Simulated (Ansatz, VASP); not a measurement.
# One calculation of Mg, two programs

```
Mg
1.0
     0.00000    2.18488    2.18488
     2.18488    0.00000    2.18488
     2.18488    2.18488    0.00000
Mg
1
Direct
  0.00000 0.00000 0.00000
```

Alike in both runs: task single point; functional PBEsol; k mesh 14 × 14 × 14; occupations fermi-dirac, width 0.1 eV; no spin polarisation.

|  | VASP | Ansatz |
| --- | --- | --- |
| version | VASP 6.6.1 | Ansatz 0.2.0 |
| potentials or method | VASP PAW PBE potentials, release 64 (Mg) | plane waves (420 eV) with PAW, scalar-relativistic |
| plane-wave cutoff (eV) | 520 | 420 |
| valence electrons in the cell | 2 | 10 |

```csv
,VASP,Ansatz,Ansatz less VASP
pressure (GPa),3.7,3.7,+0.02
```

The two sets of potentials don't hold the same shells in valence. Ansatz warned: «pseudo_functional_mismatch».

Caveats: the PAW data sets were made with another functional, which shifts forces and pressure a little (VASP).
